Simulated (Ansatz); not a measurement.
One crystal and one scan (scan of one atom of the cell) at two levels, PBE (plane waves to 420 eV, PAW, scalar-relativistic; Ansatz, a quantum-chemistry and plane-wave program) and r2SCAN (plane waves to 500 eV, PAW, scalar-relativistic; Ansatz), each from its own relaxed cell and on its own mesh.

The crystal is BaSnO3 (cubic perovskite); one Sn atom of a 5-atom cell moves by s along Cartesian x, with its periodic images.

The energy includes the smearing's −TS. BaSnO3 was relaxed with its symmetry unable to fall. (PBE) Left out: 2 of 11 points, with atoms too close for the PAW data. (r2SCAN) Left out: 2 of 11 points, with atoms too close for the PAW data.

| quantity | run 1 | run 2 |
|---|---|---|
| Lattice constant a (Å) | 4.176 | 4.131 |
| Force constant k = d²E/ds² at s = 0 (finite differences) (eV/Å²) | 14.78 | 17.65 |

Q: Which run is which level?

A: Run 1 is PBE, run 2 is r2SCAN. PBE gives the higher value for: lattice constant a. PBE gives the lower value for: force constant k = d²E/ds² at s = 0. Both give the same shape of the curve: a single well with its minimum at or next to zero displacement.

(For displaced atoms, the force is minus the slope of the energy, and its curvature is a force constant, which sets phonon frequencies.)
